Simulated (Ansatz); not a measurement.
# Band table of Pd (simple hexagonal type)

```yaml
crystal:
  lattice:
    - [2.08277, 0.00000, 0.00000]
    - [-1.04139, 1.80374, 0.00000]
    - [0.00000, 0.00000, 1.99010]
  atoms:
    - { symbol: Pd, position: [0.00000, 0.00000, 0.00000] }
```

The cell comes from a relaxation on PAW files under the same functional, begun from a prototype that needn't be the stable phase.

Level of theory: DFT with PBE, scalar-relativistic, in Ansatz 0.2.0; a Γ-centred 16×16×15 k mesh, Fermi–Dirac smearing of 0.08 eV, no spin polarisation. LAPW: all electrons, basis error target 1 meV/atom.

This run: volume at 0.45 of the series' base cell.

Path points, in fractions of the reciprocal vectors: Γ (0.000, 0.000, 0.000), M (0.500, 0.000, 0.000), K (0.333, 0.333, 0.000), A (0.000, 0.000, 0.500), L (0.500, 0.000, 0.500), H (0.333, 0.333, 0.500). Levels in eV from the Fermi level; bands 14 to 19, counted from the lowest band of the run. The gap is zero, the pressure 886.8 GPa.

```
# k(1/Å) point b14 b15 b16 b17 b18 b19
0.000 Γ -14.64 -13.30 -8.76 -8.76 0.46 0.46
0.435 - -14.09 -12.31 -9.53 -7.68 -0.75 0.25
0.871 - -13.43 -12.39 -7.30 -4.72 -3.13 -0.24
1.306 - -14.67 -11.54 -5.06 -2.72 -0.90 -0.71
1.742 M -15.26 -10.98 -5.77 -0.89 -0.40 1.22
1.993 - -14.68 -10.93 -5.66 -2.19 -1.23 2.89
2.245 - -13.12 -10.80 -5.31 -4.57 -2.09 5.02
2.496 - -11.16 -10.47 -6.82 -4.77 -3.14 7.11
2.747 K -10.77 -8.74 -8.74 -4.05 -4.05 9.25
3.250 - -11.29 -11.21 -7.46 -4.76 -2.37 4.55
3.753 - -12.60 -11.48 -9.35 -3.56 -1.85 -0.83
4.256 - -13.94 -11.92 -9.95 -7.15 -1.07 0.15
4.758 Γ -14.64 -13.30 -8.76 -8.76 0.46 0.46
5.153 - -13.87 -12.04 -8.59 -8.59 -0.55 -0.55
5.548 - -12.66 -8.19 -8.15 -8.15 -2.63 -2.63
5.942 - -11.34 -7.68 -7.68 -4.39 -4.39 -4.33
6.337 A -10.68 -7.47 -7.47 -5.05 -5.05 -3.08
6.772 - -9.72 -8.92 -7.87 -6.43 -5.45 1.05
7.208 - -12.79 -10.89 -6.33 -4.57 -3.61 5.06
7.643 - -15.37 -12.42 -7.11 -0.08 0.62 6.41
8.079 L -16.28 -13.00 -7.41 1.78 3.80 6.37
8.330 - -16.10 -12.41 -8.26 0.62 3.66 7.62
8.582 - -15.58 -10.79 -10.10 -1.72 3.26 10.65
8.833 - -14.72 -12.02 -8.50 -4.14 2.74 14.38
9.084 H -13.57 -13.57 -6.25 -6.25 2.45 17.27
9.587 - -14.84 -10.64 -9.02 -5.16 3.36 12.72
10.090 - -13.37 -9.57 -7.64 -7.05 -0.42 7.35
10.593 - -9.54 -9.24 -8.41 -5.82 -5.66 1.85
11.096 A -10.68 -7.47 -7.47 -5.05 -5.05 -3.08
```
